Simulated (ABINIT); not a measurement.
GaP: single point with LDA

**Experimental background.**

From “Stacking defects in GaP nanowires: Electronic structure and optical properties”, 2018, arxiv:1810.01194, for a bulk crystal of GaP at 10 K: band gap 2.34 eV (indirect).

GaP:

```
CELL_PARAMETERS angstrom
0.00000 2.72525 2.72525
2.72525 0.00000 2.72525
2.72525 2.72525 0.00000
ATOMIC_POSITIONS crystal
Ga 0.00000 0.00000 0.00000
P 0.75000 0.75000 0.75000
```

```
Program             : ABINIT 10.8.3 (patched build)
Task                : single point
Functional          : LDA
Potentials or basis : PseudoDojo NC SR LDA v0.4.1 standard
Cutoff              : 1088 eV
k mesh              : 6 × 6 × 6
Occupations         : fermi-dirac, width 0.05 eV
Spin                : no spin polarisation
```

```yaml
Pressure: -2.9 GPa
Band_gap_on_the_k_mesh: 1.50 eV, indirect (least direct gap 1.60 eV)
Valence_electrons_inside_the_program's_atomic_spheres: Ga 10.84; P 2.80
```

Levels at points of the mesh, in eV from the valence-band top:
| k point | band 5 | band 6 | band 7 | band 8 | band 9 | band 10 | band 11 | band 12 | band 13 |
| --- | --- | --- | --- | --- | --- | --- | --- | --- | --- |
| (0.00, 0.00, 0.00) | -14.60 | -12.52 | 0.00 | 0.00 | 0.00 | 1.60 | 3.79 | 3.79 | 3.79 |
| (0.50, 0.00, 0.00) | -14.59 | -10.44 | -6.72 | -1.13 | -1.13 | 1.50 | 4.63 | 4.63 | 8.06 |
| (0.50, 0.50, 0.00) | -14.58 | -9.52 | -6.85 | -2.71 | -2.71 | 1.50 | 1.68 | 10.43 | 10.43 |

Run time: 9.5 s on 4 MPI ranks on Arm Neoverse V1 (shared host), peak memory 0.28 GiB a rank.

A measured gap of GaP is 2.34 eV (indirect; 10 K; quoted in “Stacking defects in GaP nanowires: Electronic structure and optical properties”, 2018, arxiv:1810.01194); the calculated 1.50 eV misses it by -0.84 eV. Spin-orbit coupling on Ga is left out. The value is that of LDA on a finite k mesh, which can miss the band edges, without temperature or zero-point motion. Semilocal functionals fall short of measured gaps as a rule.
